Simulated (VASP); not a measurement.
Here is a VASP 6.6.1 calculation.

Contents of INCAR:

```
SYSTEM = Zn
PREC = Accurate
ENCUT = 600
EDIFF = 1E-7
ISMEAR = 1
SIGMA = 0.1
LREAL = .False.
LASPH = .True.
NELM = 80
ALGO = Normal
ISIF = 4
LWAVE = .False.
LCHARG = .False.
GGA = PS
IBRION = 2
NSW = 40
EDIFFG = -0.01
```

Contents of KPOINTS:

```
Automatic mesh
0
Gamma
  18 18 8
  0 0 0
```

POSCAR

```
Zn                                      
1.0
    2.5468892942      0.0000000000      0.0000000000
   -1.2734446470      2.2056708294      0.0000000000
    0.0000000000      0.0000000000      4.7767524090
  Zn            
     2
Direct
     0.3333333332999970    0.6666666667000030    0.2500000000000000
     0.6666666667000030    0.3333333332999970    0.7500000000000000
```

Potentials or basis: VASP PAW PBE potentials, release 64 (Zn).

Command:

```sh
$ cat potpaw_PBE.64/Zn/POTCAR > POTCAR
$ mpirun -np 1 vasp_std > vasp.out
```

(1) Predict the energy gained by relaxing.

(2) Predict the band gap on the k mesh.

Answers

(1) 3.0 meV/atom.

(2) none (metal or under the smearing width).
